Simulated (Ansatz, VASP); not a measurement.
Given: the input of a run of VASP 6.6.1 on BeTe.

Contents of INCAR:

```
SYSTEM = BeTe
ALGO = Fast ; EDIFF = 1E-7
EDIFFG = -0.02 ; ENCUT = 600
GGA = PE ; IBRION = 2
ISIF = 3 ; ISMEAR = -1
LASPH = .TRUE. ; LCHARG = .FALSE.
LREAL = .FALSE. ; LWAVE = .FALSE.
NELM = 80 ; NSW = 40
PREC = Accurate ; SIGMA = 0.05
```

KPOINTS

```
k-points
0
G
  8 8 8
  0 0 0
```

Contents of POSCAR:

```
BeTe
1.0
    0.0000000000      2.7700000000      2.7700000000
    2.7700000000      0.0000000000      2.7700000000
    2.7700000000      2.7700000000      0.0000000000
Te Be
1 1
Direct
    0.7500000000      0.7500000000      0.7500000000
    0.0000000000      0.0000000000      0.0000000000
```

Potentials or basis: VASP PAW PBE potentials, release 64 (Te, Be).

Launch:

```console
$ cat potpaw_PBE.64/Te/POTCAR potpaw_PBE.64/Be/POTCAR > POTCAR
$ mpirun -np 1 vasp_std > vasp.out
```

Problem. Translate it to Ansatz 0.2.0. Potentials there: Ansatz PAW.

Solution. As run (the cutoff follows the program's own potentials):

The input input.yaml:

```yaml
crystal:
  lattice:
    - [0.0, 2.77, 2.77]
    - [2.77, 0.0, 2.77]
    - [2.77, 2.77, 0.0]
  atoms:
    - { symbol: Te, position: [0.75, 0.75, 0.75] }
    - { symbol: Be, position: [0.0, 0.0, 0.0] }
hamiltonian:
  xc: pbe
  pseudopotentials: { kind: paw }
kpoints:
  mp_grid: { grid: [8, 8, 8] }
scf:
  occupations: { method: fermi_dirac, width: 0.05 }
output:
  forces: true
  stress: true
relax:
  f_tol: 0.01
  max_steps: 40
  cell: { stress_tol: 0.05 }
```

Potentials or basis: Ansatz PAW.

Run with:

```console
$ ansatz run input.yaml --threads 2 --pin off --max-ram 5632MiB --backend cpu --events-out ev --progress --plain --runs-dir out
```

Both were run:

|  | VASP | Ansatz | Ansatz less VASP |
| --- | --- | --- | --- |
| relaxed volume (Å³/atom) | 22.76 | 22.71 | -0.050 |
| relaxed cell length with the largest relative difference (Å) | 4.008 | 4.005 | -0.0029 |
| energy change over the relaxation (meV/atom) | -20 | -18 | +1.4 |

The two sets of potentials don't hold the same shells in valence.

Caveats: the plane-wave basis is chosen anew once the cell has moved, so the energies of steps on either side of that aren't comparable (Ansatz). Zero-point motion and thermal expansion aren't in these numbers. PBE usually gives volumes a little too large and moduli too small.
